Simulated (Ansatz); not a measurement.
# PbO under changes of volume

One of the cells (19.077 Å³/atom); the others are scaled copies at fixed shape and fractional positions:

```
Pb O
1.0
     5.87600    0.00000    0.00000
     0.00000    5.47600    0.00000
     0.00000    0.00000    4.74300
Pb O
4 4
Direct
  0.76900 0.51400 0.25000
  0.23100 0.48600 0.75000
  0.76900 0.98600 0.75000
  0.23100 0.01400 0.25000
  0.13200 0.58200 0.25000
  0.86800 0.41800 0.75000
  0.13200 0.91800 0.75000
  0.86800 0.08200 0.25000
```

```yaml
Program: Ansatz 0.2.0
Functional: PBEsol
Potentials_or_basis: Ansatz PAW
Cutoff: "420 eV (not typed: the program's choice for these potentials)"
k_mesh: 5 × 5 × 6
Occupations: fermi-dirac, width 0.05 eV
Spin: no spin polarisation
```

| volume (Å³/atom) | energy over the lowest point (meV/atom) | pressure (GPa) | gap on the mesh (eV) | largest force (eV/Å) |
| --- | --- | --- | --- | --- |
| 17.932 | 9.10 | 4.0 | 1.94 | 1.217 |
| 18.314 | 2.12 | 1.9 | 1.93 | 1.039 |
| 18.695 | 0.00 | -0.1 | 1.91 | 0.955 |
| 19.077 | 2.30 | -1.8 | 1.90 | 0.964 |
| 19.458 | ? | ? | ? | ? |
| 19.840 | 18.13 | -4.7 | 1.84 | 1.171 |
| 20.222 | 30.87 | -6.0 | 1.82 | 1.318 |

**Question.** What does the run at 19.458 Å³/atom give?

**Answer.** Energy over the lowest point 8.48 meV/atom; pressure -3.4 GPa; gap on the mesh 1.87 eV; largest force 1.046 eV/Å.

Worked out: A Birch-Murnaghan fit of order 3 (a polynomial in V^(-2/3)) to the other rows has its minimum at 18.68 Å³/atom with B0 = V·E''(V) = 90 GPa and B' = 4.7 at fixed shape and positions, which overstates the stiffness. It gives 8.47 meV/atom at 19.458 Å³/atom, against the run's 8.48, and -dE/dV = -3.3 GPa, against -3.4. A parabola through the other rows of the gap, of slope -1.24 eV per unit of ln V there, gives 1.87 eV, against the run's 1.87.

Energies are extrapolated to zero smearing.

Caveats: odd divisions of the mesh miss points on the zone boundary, where band edges often lie, so the gap on the mesh can be too wide; spin-orbit coupling is left out, which as a rule narrows the gap of such compounds by several tenths of an eV; the cell's inner coordinates are idealised or old, which leaves forces on the atoms; the PAW data sets come from PBE, with cores solved anew for the run's functional, which leaves a small shift of forces and pressure.

A mesh can miss the band edges.
